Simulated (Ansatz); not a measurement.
**Yb in Ansatz: the effect of fixed moment**

Crystal: Yb.

```
Yb
1.0
     3.87990    0.00000    0.00000
    -1.93995    3.36009    0.00000
     0.00000    0.00000    6.38590
Yb
2
Cartesian
  1.9400 1.1200 4.7894
  0.0000 2.2401 1.5965
```

This isn't the form of Yb at room conditions, which is fcc.

Alike in all runs:

| Item | Value |
| --- | --- |
| Program | Ansatz 0.2.0 |
| Task | single point |
| Functional | PBE |
| Potentials or basis | Ansatz PAW |
| Cutoff | 420 eV (not typed: the program's choice for these potentials) |
| k mesh | 7 × 7 × 4 |
| Occupations | fermi-dirac, width 0.05 eV |

Problem. One run gave: energy over the lowest run 122.9 meV/atom; pressure -2.3 GPa. Which fixed moment did it use?
A. 3
B. 0.5
C. 1.5
D. 1
E. 0

Solution. C.

```tsv
fixed moment	spin	starting moments	energy over the lowest run (meV/atom)	pressure (GPa)
0	collinear spin, program default start	-	0.0	-2.2
0.5	collinear spin, ferromagnetic start	[0.25, 0.25] μB	9.5	-2.2
1	collinear spin, ferromagnetic start	[0.5, 0.5] μB	57.3	-2.2
1.5	collinear spin, ferromagnetic start	[0.75, 0.75] μB	122.9	-2.3
2	collinear spin, ferromagnetic start	[1.0, 1.0] μB	203.5	-2.2
2.5	collinear spin, ferromagnetic start	[1.25, 1.25] μB	306.7	-2.4
3	collinear spin, ferromagnetic start	[1.5, 1.5] μB	433.6	-2.6
4	collinear spin, ferromagnetic start	[2.0, 2.0] μB	834.6	-2.9
```

Caveats: the total moment is fixed, so each spin has its own Fermi level; the thresholds are loose for stress.
